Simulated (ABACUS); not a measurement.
The system is Ba.

```
Ba
1.0
     0.00000    3.23267    3.23267
     3.23267    0.00000    3.23267
     3.23267    3.23267    0.00000
Ba
1
Direct
  0.00000 0.00000 0.00000
```

This isn't the form of Ba at room conditions, which is bcc.

* Program: ABACUS 3.10.1
* Task: single point
* Functional: PBE
* Potentials or basis: PseudoDojo NC SR 0.4.1 PBE standard
* Cutoff: 1361 eV
* Density cutoff: 5442 eV
* Basis: DZP LCAO (the cutoffs set its grid)
* k mesh: 7 × 7 × 7
* Occupations: fermi-dirac, width 0.05 eV
* Spin: no spin polarisation

On this cell: pressure -0.5 GPa; band gap on the k mesh none (metal or under the smearing width).

The same run follows on a disturbed copy (cell strained at random at fixed volume):

```
CELL_PARAMETERS angstrom
0.03420 3.27748 3.27155
3.18311 0.03534 3.27040
3.19681 3.29003 0.02165
ATOMIC_POSITIONS crystal
Ba 0.00542 0.99204 0.00059
```

Problem. What changes?

Solution. The energy (extrapolated to zero smearing) moves by +0.7 meV/atom; pressure -0.5 GPa; band gap on the k mesh none (metal or under the smearing width).

Stress tensor (GPa, compression positive):
```
-0.45 -0.17 -0.07
-0.17 -0.45 -0.07
-0.07 -0.07 -0.45
```

Caveats: the atomic orbitals were generated for these runs and aren't a published set; this release of the barium file is off; the basis of atomic orbitals isn't converged, which shifts pressures, moduli and gaps.
